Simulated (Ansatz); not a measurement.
# LiH: stress in a strained cell

LiH is deformed so: equal xy, yz and zx engineering shear strains of -4 %. What stress and forces result, by LAPW, PAW and all-electron datasets made for the crystal?

Computed with Ansatz 0.2.0 (DFT PBE, scalar-relativistic, unless a step's input says otherwise).

## (1) The structure to begin with

The structure is cubic, space group F-43m (No. 216). Conventional cell: a = 4.290 Å, b = 4.290 Å, c = 4.290 Å, α = 90.00°, β = 90.00°, γ = 90.00°. Around Li (site symmetry -43m) lie 4 H at 1.86 Å. H (site symmetry -43m) has 4 Li at 1.86 Å as nearest neighbours.

Structure file:

```
Li H
1.0
     0.00000    2.14485    2.14485
     2.14485    0.00000    2.14485
     2.14485    2.14485    0.00000
Li H
1 1
Direct
  0.00000 0.00000 0.00000
  0.25000 0.25000 0.25000
```

Atoms are numbered in the order of the input: Li1, H2.

## (2) The deformed structure

Space group F-43m before, R3m after.

## (3) All-electron LAPW

The input, input.yaml:

```yaml
crystal:
  lattice:
    - [-0.085794089, 2.1019551797, 2.1019551797]
    - [2.1019551797, -0.085794089, 2.1019551797]
    - [2.1019551797, 2.1019551797, -0.085794089]
  atoms:
    - { symbol: Li, position: [0.0, 0.0, 0.0] }
    - { symbol: H, position: [0.25, 0.25, 0.25] }
kpoints:
  mp_grid: { grid: [13, 13, 13] }
scf:
  occupations: { method: fermi_dirac, width: 0.05 }
hamiltonian:
  xc: pbe
  pseudopotentials: { kind: all_electron, lapw: { basis_error: 0.00025 } }
output:
  forces: true
  stress: true
  eigenvalues: true
```

Started as:

```console
$ ansatz run input.yaml --threads 1 --pin off --max-ram 2048MiB --backend cpu --events-out ev --progress --plain --runs-dir out
```

## (4) PAW on the default files

Changes to input.yaml since step 3:

```diff
@@ -14,3 +14,3 @@
   xc: pbe
-  pseudopotentials: { kind: all_electron, lapw: { basis_error: 0.00025 } }
+  pseudopotentials: { kind: paw }
 output:
@@ -19 +19,2 @@
   eigenvalues: true
+  efg: { contact_densities: true }
```

## (5) Datasets made for this crystal

Changes to input.yaml since step 4:

```diff
@@ -14,3 +14,3 @@
   xc: pbe
-  pseudopotentials: { kind: paw }
+  pseudopotentials: { kind: all_electron, datasets: crystal }
 output:
```

(Steps that only read results are left out.)

Q: Predict the outcome of this session. Wanted: pressure; largest shear or deviatoric stress.

The runs gave:

```
                                 quantity                                           value
                                 pressure  LAPW 0.10, PAW 0.10, crystal datasets 0.10 GPa
largest shear or deviatoric stress (LAPW)                                        1.54 GPa
```

In words: The largest part of the stress beyond the pressure is 1.54 GPa in size; the atoms are carried along and not relaxed. No run of the undeformed cell stands beside it, so the pressure holds what the given cell had before the change. PAW: stress within 0.01 GPa of LAPW, forces within 1 meV/Å. Crystal datasets: stress within 0.01 GPa of LAPW, forces within 1 meV/Å.
